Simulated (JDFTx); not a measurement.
Runs of JDFTx 1.7.0 (patched build) on CaO. It takes space group Fm-3m (No. 225, cubic). Conventional cell: a = 4.807 Å, b = 4.807 Å, c = 4.807 Å, α = 90.00°, β = 90.00°, γ = 90.00°. Ca (site symmetry m-3m) has 6 O at 2.40 Å as nearest neighbours. Around O (site symmetry m-3m) lie 6 Ca at 2.40 Å. The cell is a database's computed one.

| task | level | potentials or basis | cell | k mesh | cutoff (eV) | max SCF steps | SCF threshold on the energy | solver of the electrons | further solve for the empty bands | local potential set to -Z/r beyond | mesh quality | gap on the mesh (eV) | pressure (GPa) | V0 of scaled cells (Å³/atom) | B0 (GPa) |
| --- | --- | --- | --- | --- | --- | --- | --- | --- | --- | --- | --- | --- | --- | --- | --- |
| relaxation of cell and atoms | PBE+D3(BJ) | PseudoDojo-SR-PBE-0.5-standard | relaxed | 10 × 10 × 10 | 1143 | 100 | 1e-09 Ha | scf | no | - | not flagged | 3.66 | 0.0 | - | - |
| single point | r2SCAN | SG15-PBE-1.2 | as given | 10 × 10 × 10 | 1088 | 100 | 1e-09 Ha | scf | yes | - | not flagged | 4.27 | (b) | - | - |
| equation of state | PBEsol | PseudoDojo-SR-PBEsol-0.4.1-standard with smoothed tails | as given | 10 × 10 × 10 | 1143 | 100 | 1e-09 Ha | scf | - | 6 bohr | not flagged | - | - | 13.51 | 116 |
| equation of state | PBEsol | PseudoDojo-SR-PBEsol-0.4.1-standard | as given | 10 × 10 × 10 | 1143 | 100 | 1e-09 Ha | scf | - | - | not flagged | - | - | 13.51 | 116 |
| single point | PBEsol | SG15-PBE-1.2 with smoothed tails | as given | 6 × 6 × 6 | 1361 | 100 | 1e-09 Ha | scf | yes | 6 bohr | coarse | 3.55 | -2.4 | - | - |
| equation of state | RPBE | PseudoDojo-SR-PBE-0.5-standard | as given | 10 × 10 × 10 | 1143 | 100 | 1e-09 Ha | scf | - | - | not flagged | - | - | 14.53 | 95 |
| single point | PBEsol | PseudoDojo-SR-PBEsol-0.4.1-standard with smoothed tails | as given | 10 × 10 × 10 | 1143 | 100 | 1e-09 Ha | scf | yes | 6 bohr | not flagged | (a) | -3.0 | - | - |
| single point | r2SCAN | SG15-PBE-1.2 with smoothed tails | as given | 6 × 6 × 6 | 1361 | 100 | 1e-09 Ha | scf | yes | 6 bohr | coarse | 4.27 | -1.0 | - | - |
| single point | PBEsol | PseudoDojo-SR-PBEsol-0.4.1-standard | as given | 4 × 4 × 4 | 1143 | 100 | 1e-09 Ha | scf | no | - | coarse | 3.55 | -3.0 | - | - |

Alike in all rows: no spin polarisation; smearing fermi-dirac 0.05 eV.

Q: Fill in the values left out.

A: (a) 3.56; (b) -1.2.

Caveats: some runs use coarse meshes; the potentials were made for another functional, which shifts forces and pressure (some runs).

A k mesh can miss the band edges.

Not every run made on this cell is shown here.
